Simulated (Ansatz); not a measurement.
The system is Cu.

```
CELL_PARAMETERS angstrom
0.00000 1.80750 1.80750
1.80750 0.00000 1.80750
1.80750 1.80750 0.00000
ATOMIC_POSITIONS crystal
Cu 0.00000 0.00000 0.00000
```

| Quantity | Value |
| --- | --- |
| Program | Ansatz 0.2.0 |
| Task | relaxation of cell and atoms |
| Functional | HSEsol |
| Potentials or basis | Ansatz PAW |
| Cutoff | 420 eV (not typed: the program's choice for these potentials) |
| k mesh | 7 × 7 × 7 |
| Occupations | fermi-dirac, width 0.05 eV |
| Spin | no spin polarisation |

At the start: volume 11.81 Å³/atom.

**Question.** Where does the relaxation end?

**Answer.** It ends after 5 steps and the volume is 11.45 Å³/atom (-3.1 %); space group Fm-3m (No. 225, to 0.05 Å).

Step by step:
| step | energy change (eV) | largest force (eV/Å) | volume (Å³) |
| --- | --- | --- | --- |
| 1 | 0.0000 | 0.0000 | 11.81 |
| 2 | -0.0039 | 0.0000 | 11.64 |
| 3 | -0.0058 | 0.0000 | 11.44 |
| 4 | -0.0058 | 0.0000 | 11.45 |
| 5 | -0.0049 | 0.0000 | 11.45 |

Final structure:
```xyz
1
Lattice="0.0000 1.7889 1.7889 1.7889 0.0000 1.7889 1.7889 1.7889 0.0000" Properties=species:S:1:pos:R:3 pbc="T T T"
Cu    0.0000    0.0000    0.0000
```

Caveat: the k mesh is coarse (spacing up to 0.43 Å⁻¹), so the values aren't converged, least of all with exact exchange; the plane-wave basis is chosen anew once the cell has moved, so the energies of steps on either side of that aren't comparable; the pressure holds a Pulay correction of +0.4 GPa for the finite cutoff; the PAW data sets come from PBE, with cores solved anew for the run's functional, which leaves a small shift of forces and pressure.
